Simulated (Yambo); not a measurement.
A run of Yambo 5.3.0 is set up as follows.

The input bse5.in:

```
optics
bse
bss
rim_cut
em1s
RandQpts= 1000000
RandGvec= 50 RL
Chimod= "HARTREE"
% BndsRnXs
 1 | 47 |
%
NGsBlkXs= 3 Ry
% LongDrXs
 1 | 0 | 0 |
%
BSKmod= "SEX"
BSEmod= "retarded"
BSSmod= "h"
% BSEQptR
 1 | 1 |
%
% BSEBands
 20 | 25 |
%
BSENGexx= 20 Ry
BSENGBlk= 3 Ry
% BEnRange
 0 | 20 | eV
%
% BDmRange
 0.1 | 0.1 | eV
%
BEnSteps= 200
% BLongDir
 1 | 0 | 0 |
%
BSEprop= "abs"
BSHayTrs= -0.02
```

The input scf.in:

```
&CONTROL
  calculation = 'scf'
  prefix = 'pwscf'
  outdir = './tmp'
  pseudo_dir = './pseudo'
/
&SYSTEM
  ibrav = 0
  nat = 3
  ntyp = 2
  ecutwfc = 86
  nbnd = 31
  occupations = 'smearing'
  smearing = 'fd'
  degauss = 0.00367493
  force_symmorphic = .true.
/
&ELECTRONS
  conv_thr = 6d-10
  electron_maxstep = 120
  mixing_beta = 0.5
/
ATOMIC_SPECIES
Zr    91.2240 Zr.upf
Se    78.9710 Se.upf
CELL_PARAMETERS angstrom
   3.7980000000    0.0000000000    0.0000000000
  -1.8990000000    3.2891644836    0.0000000000
   0.0000000000    0.0000000000    6.1920000000
ATOMIC_POSITIONS crystal
Zr     0.0000000000    0.0000000000    0.0000000000
Se     0.6666666667    0.3333333333    0.7500000000
Se     0.3333333333    0.6666666667    0.2500000000
K_POINTS automatic
12 12 6 0 0 0
```

nscf.in

```
&CONTROL
  calculation = 'nscf'
  prefix = 'pwscf'
  outdir = './tmp'
  pseudo_dir = './pseudo'
/
&SYSTEM
  ibrav = 0
  nat = 3
  ntyp = 2
  ecutwfc = 86
  nbnd = 52
  occupations = 'fixed'
  force_symmorphic = .true.
/
&ELECTRONS
  conv_thr = 1d-08
  diago_full_acc = .true.
  diago_thr_init = 1d-06
/
ATOMIC_SPECIES
Zr    91.2240 Zr.upf
Se    78.9710 Se.upf
CELL_PARAMETERS angstrom
   3.7980000000    0.0000000000    0.0000000000
  -1.8990000000    3.2891644836    0.0000000000
   0.0000000000    0.0000000000    6.1920000000
ATOMIC_POSITIONS crystal
Zr     0.0000000000    0.0000000000    0.0000000000
Se     0.6666666667    0.3333333333    0.7500000000
Se     0.3333333333    0.6666666667    0.2500000000
K_POINTS automatic
6 6 4 0 0 0
```

Potentials or basis: PseudoDojo 0.4.1 SR PBEsol standard.

Launch:

```sh
$ OMP_NUM_THREADS=1 pw.x -in scf.in > scf.out
$ OMP_NUM_THREADS=1 pw.x -in nscf.in > nscf.out
$ cd tmp/pwscf.save; p2y; mv SAVE ../..; cd ../..
$ OMP_NUM_THREADS=1 yambo
$ mkdir -p bse5; ln -s $PWD/bse4/ndb.RIM bse5/
$ OMP_NUM_THREADS=1 yambo -F bse5.in -J bse5 -C bse5_out
```

Question: Predict the band gap on the k mesh, mean-field level.

Answer: 0.32 eV, indirect (least direct gap 1.01 eV).

Dielectric function (along the field direction of the input):
| energy (eV) | real part | imaginary part |
| --- | --- | --- |
| 0.30 | 24.12 | 0.99 |
| 0.80 | 39.16 | 13.74 |
| 1.31 | 20.33 | 31.20 |
| 1.81 | -15.49 | 20.37 |
| 2.31 | -6.50 | 4.87 |
| 2.81 | -1.44 | 2.74 |
| 3.32 | 0.81 | 8.64 |
| 3.82 | -4.38 | 4.74 |
| 4.32 | -3.18 | 2.17 |
| 4.82 | -3.38 | 3.28 |
| 5.33 | -2.53 | 0.50 |
| 5.83 | -1.50 | 0.15 |
| 6.33 | -0.94 | 0.09 |
| 6.83 | -0.58 | 0.06 |
| 7.34 | -0.32 | 0.04 |
| 7.84 | -0.13 | 0.03 |
| 8.34 | 0.03 | 0.03 |
| 8.84 | 0.15 | 0.02 |
| 9.35 | 0.25 | 0.02 |
| 9.85 | 0.33 | 0.01 |
| 10.35 | 0.40 | 0.01 |
| 10.85 | 0.46 | 0.01 |
| 11.36 | 0.51 | 0.01 |
| 11.86 | 0.55 | 0.01 |
| 12.36 | 0.59 | 0.01 |
| 12.86 | 0.62 | 0.01 |
| 13.37 | 0.65 | 0.01 |
| 13.87 | 0.68 | 0.00 |
| 14.37 | 0.70 | 0.00 |
| 14.87 | 0.72 | 0.00 |
| 15.38 | 0.74 | 0.00 |
| 15.88 | 0.75 | 0.00 |
| 16.38 | 0.77 | 0.00 |
| 16.88 | 0.78 | 0.00 |
| 17.39 | 0.80 | 0.00 |
| 17.89 | 0.81 | 0.00 |
| 18.39 | 0.82 | 0.00 |
| 18.89 | 0.83 | 0.00 |
| 19.40 | 0.84 | 0.00 |
| 20.00 | 0.85 | 0.00 |

Caveat: the transitions start from uncorrected Kohn-Sham levels, so peaks lie too low; exciton energies and binding change strongly with the k mesh and aren't converged on this one; spectra need much finer meshes, so this one isn't converged.

**Experimental background.**

From “Stress-Tuned Optical Transitions in Layered 1T-MX2 (M= Hf, Zr, Sn; X= S, Se) Crystals”, 2022, arxiv:2210.12074, for a bulk crystal of ZrSe2: band gap 1.2 eV (indirect).

Measured gap of ZrSe2: 1.2 eV (indirect; quoted in “Stress-Tuned Optical Transitions in Layered 1T-MX2 (M= Hf, Zr, Sn; X= S, Se) Crystals”, 2022, arxiv:2210.12074). This calculation gives 0.32 eV (-0.88 eV). Spin-orbit coupling on Se, Zr is left out. The value is that of PBEsol on a finite k mesh, which can miss the band edges, without temperature or zero-point motion. Semilocal functionals fall short of measured gaps as a rule.
